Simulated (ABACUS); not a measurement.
# WS2 (R3m) in ABACUS: a series of runs, part 2 of 2

ABACUS 3.10.1. The steps go on from the part before.

## 3. Single point, PBE (atoms moved at random, drawn with an rms of 0.05 Å)

Input file INPUT:

```
INPUT_PARAMETERS
suffix              WS2
calculation         scf
basis_type          lcao
pseudo_dir          ./
orbital_dir         ./
symmetry            1
dft_functional      pbe
ecutwfc             100
pseudo_rcut         10
nspin               1
nbands              17
ks_solver           genelpa
smearing_method     fd
smearing_sigma      0.00367493
scf_thr             1e-07
scf_nmax            100
mixing_type         broyden
mixing_beta         0.7
cal_force           1
cal_stress          1
out_mul             1
```

Input file STRU:

```
ATOMIC_SPECIES
W 183.8400 W.upf
S 32.0600 S.upf

NUMERICAL_ORBITAL
W_confined-atom_7au_3s2p2d1f.orb
S_confined-atom_7au_2s2p1d.orb

LATTICE_CONSTANT
1.8897261246

LATTICE_VECTORS
1.5790000000 0.9116360751 6.1633333333
-1.5790000000 0.9116360751 6.1633333333
0.0000000000 -1.8232721501 6.1633333333

ATOMIC_POSITIONS
Direct

W
0.0
1
-0.0129770000 0.0109140000 0.0083710000 1 1 1

S
0.0
2
0.5857000000 0.5814600000 0.5725220000 1 1 1
0.7475030000 0.7399750000 0.7708190000 1 1 1
```

Input file KPT:

```
K_POINTS
0
Gamma
10 10 10 0 0 0
```

Potentials or basis: PseudoDojo NC SR 0.4.1 PBE standard, DZP LCAO (the cutoffs set its grid).

Run with:

```bash
$ OMP_NUM_THREADS=1 mpirun -np 4 abacus > log
```

running log:

```text
ABACUS v3.10.1

               Atomic-orbital Based Ab-initio Computation at UStc

 ------------------------------------------------------------------------------------

 READING GENERAL INFORMATION
                           global_out_dir = OUT.WS2/
                           global_in_card = INPUT
                               pseudo_dir = ./
[... 8 lines left out ...]

 READING ATOM TYPE 1
                               atom label = W
                      L=0, number of zeta = 3
                      L=1, number of zeta = 2
                      L=2, number of zeta = 2
                      L=3, number of zeta = 1
             number of atom for this type = 1

 READING ATOM TYPE 2
                               atom label = S
                      L=0, number of zeta = 2
                      L=1, number of zeta = 2
                      L=2, number of zeta = 1
             number of atom for this type = 2

                        TOTAL ATOM NUMBER = 3
DIRECT COORDINATES
    atom                   x                   y                   z     mag                  vx                  vy                  vz
taud_W1            0.9870230000        0.0109140000        0.0083710000  0.0000        0.0000000000        0.0000000000        0.0000000000
taud_S1            0.5857000000        0.5814600000        0.5725220000  0.0000        0.0000000000        0.0000000000        0.0000000000
taud_S2            0.7475030000        0.7399750000        0.7708190000  0.0000        0.0000000000        0.0000000000        0.0000000000

                          Volume (Bohr^3) = 359.225
                             Volume (A^3) = 53.2317

 Lattice vectors: (Cartesian coordinate: in unit of a_0)
               +1.579           +0.911636            +6.16333
               -1.579           +0.911636            +6.16333
                   +0            -1.82327            +6.16333
 Reciprocal vectors: (Cartesian coordinate: in unit of 2 pi/a_0)
            +0.316656           +0.182821          +0.0540833
            -0.316656           +0.182821          +0.0540833
                   +0           -0.365643          +0.0540833
 The esolver type has been set to : ksdft_lcao

                PAO radial cut off (Bohr) = 10

 Read in pseudopotential file is W.upf
                     pseudopotential type = NC
          exchange-correlation functional = PBE
                 nonlocal core correction = 1
                        valence electrons = 14
                                     lmax = 3
                           number of zeta = 4
                     number of projectors = 8
                           L of projector = 0
                           L of projector = 0
                           L of projector = 1
                           L of projector = 1
                           L of projector = 2
                           L of projector = 2
                           L of projector = 3
                           L of projector = 3
                PAO radial cut off (Bohr) = 10

 Read in pseudopotential file is S.upf
                     pseudopotential type = NC
          exchange-correlation functional = PBE
                 nonlocal core correction = 1
                        valence electrons = 6
                                     lmax = 2
                           number of zeta = 2
                     number of projectors = 6
                           L of projector = 0
                           L of projector = 0
                           L of projector = 1
                           L of projector = 1
                           L of projector = 2
                           L of projector = 2
     initial pseudo atomic orbital number = 18

 SETUP THE ELECTRONS NUMBER
             electron number of element W = 14
       total electron number of element W = 14
             electron number of element S = 6
       total electron number of element S = 12
            AUTOSET number of electrons:  = 26
                           occupied bands = 13
[... 135 lines left out ...]
     energy cutoff for wavefunc (unit:Ry) = 100
              fft grid for wave functions = [ 80, 80, 80 ]
                    number of plane waves = 8177
                         number of sticks = 687

 PARALLEL PW FOR WAVE FUNCTIONS
     PROC   COLUMNS(POT)             PW
        1            172           2045
        2            171           2044
        3            172           2044
        4            172           2044
 --------------- sum -------------------
        4            687           8177

 SET NONLOCAL PSEUDOPOTENTIAL PROJECTORS
 SET NONLOCAL PSEUDOPOTENTIAL PROJECTORS
 max number of nonlocal projetors among all species is 8

 -------------------------------------------
 SELF-CONSISTENT
 -------------------------------------------

 SETUP SEARCHING RADIUS FOR PROGRAM TO SEARCH ADJACENT ATOMS
                  longest orb rcut (Bohr) = 7
   longest nonlocal projector rcut (Bohr) = 2.06
                     search radius (Bohr) = 18.1
              searching radius is (Bohr)) = 18.1
         searching radius unit is (Bohr)) = 1.89
                         PeriodicBoundary = 1
                        Radius(unit:lat0) = 9.59
                                   glayer = [ 5, 5, 5 ]
                             glayer_minus = [ 4, 4, 4 ]

Find the coordinate range of the input atom(unit:lat0).
                                  min_tau = [ -12.6, -14.6, -67.8 ]
                                  max_tau = [ 14.2, 15.5, 87.9 ]
                                BoxNumber = [ 9, 9, 9 ]

 SETUP EXTENDED REAL SPACE GRID FOR GRID INTEGRATION
                          real space grid = [ 80, 80, 80 ]
                 big cell numbers in grid = [ 20, 20, 20 ]
             meshcell numbers in big cell = [ 4, 4, 4 ]
                        extended fft grid = [ 28, 28, 28 ]
                dimension of extened grid = [ 77, 77, 77 ]
                            UnitCellTotal = 125
              Atom number in sub-FFT-grid = 3
    Local orbitals number in sub-FFT-grid = 52
                                ParaV.nnr = 22454
                                 init_chg = atomic

 LCAO ALGORITHM --------------- ION=   1  ELEC=   1--------------------------------

 Density error is 0.0609858180941
----------------------------------------------------------
     Energy           Rydberg                 eV
----------------------------------------------------------
 E_KohnSham     -195.9794559494      -2666.4372918524
 E_Harris       -196.4733405066      -2673.1569359840
 E_Fermi        0.8975486188         12.2117754473
----------------------------------------------------------
[... 102 lines left out ...]
 Density error is 2.1518598707e-08
----------------------------------------------------------
     Energy           Rydberg                 eV
----------------------------------------------------------
 E_KohnSham     -195.9995109010      -2666.7101534664
 E_KS(sigma->0) -195.9995108811      -2666.7101531957
 E_Harris       -195.9995103089      -2666.7101454112
 E_band         -13.6505699458       -185.7255322106
 E_one_elec     -78.3221602396       -1065.6276589276
 E_Hartree      49.8650397053        678.4486709884
 E_xc           -45.9095684144       -624.6317231567
 E_Ewald        -121.6328219125      -1654.8994418291
 E_entropy(-TS) -0.0000000398        -0.0000005415
 E_descf        0.0000000000         0.0000000000
 E_exx          0.0000000000         0.0000000000
 E_Fermi        0.8949507538         12.1764296815
----------------------------------------------------------

 charge density convergence is achieved
 final etot is -2666.7101535 eV
 EFERMI = 12.176429682 eV

 STATE ENERGY(eV) AND OCCUPATIONS    NSPIN == 1
 1/504 kpoint (Cartesian) = 0.0000 0.0000 0.0000 (1533 pws)
       1       -62.9281     0.00200000
       2       -27.1727     0.00200000
       3       -26.9968     0.00200000
       4       -26.9848     0.00200000
       5       -3.82507     0.00200000
       6       -1.89776     0.00200000
[... 9 lines left out ...]
      16        14.2977    7.51249e-22
[... 82 lines left out ...]
       4       -27.0796     0.00200000
       5       -1.64559     0.00200000
       6       -1.15686     0.00200000
[... 9 lines left out ...]
      16        15.2013    1.06461e-29
      17        15.5391    1.23983e-32

[... levels at 498 further k points ...]

 correction force for each atom along direction 1 is -4.22521e-08
 correction force for each atom along direction 2 is 5.97243e-08
 correction force for each atom along direction 3 is 7.59397e-07
------------------------------------------------------------------------------------------
 TOTAL-FORCE (eV/Angstrom)
------------------------------------------------------------------------------------------
                        W1         1.0061720771        -0.0161625226        -1.4458936306
                        S1        -0.3995834480        -0.3443311956         0.8559213392
                        S2        -0.6065886291         0.3604937182         0.5899722914
------------------------------------------------------------------------------------------

----------------------------------------------------------------
 TOTAL-STRESS (KBAR)
----------------------------------------------------------------
        45.6852997635       -10.5755403370        -8.3889465913
       -10.5755403370        43.0403480185        31.9784620729
        -8.3889465913        31.9784620729        19.9988626494
----------------------------------------------------------------
 TOTAL-PRESSURE: 36.241503 KBAR

 --------------------------------------------
 !FINAL_ETOT_IS -2666.7101534664411702 eV
 --------------------------------------------
```

Run time: 34 s. Hardware: 4 MPI ranks of AMD EPYC 7B13 (Zen 3), shared host; peak memory 0.76 GiB.

What came out:

- Free energy: -2666.7102 eV
- Pressure: 3.6 GPa
- Largest force: 1.762 eV/Å
- Band gap on the k mesh: 0.97 eV, indirect (least direct gap 2.05 eV)
- Mulliken charges: W +0.67; S -0.34 e

Forces in eV/Å, atoms in the order of the input:
```
W    1.006 -0.016 -1.446
S   -0.400 -0.344  0.856
S   -0.607  0.360  0.590
```

Stress tensor (GPa, compression positive):
```
 4.57 -1.06 -0.84
-1.06  4.30  3.20
-0.84  3.20  2.00
```

Caveat: the atomic orbitals were generated for these runs and aren't a published set; Mulliken charges move with the basis; spin-orbit coupling is left out, which moves the levels of the heavy elements; the basis of atomic orbitals isn't converged, which shifts pressures, moduli and gaps. A k mesh can miss the band edges.
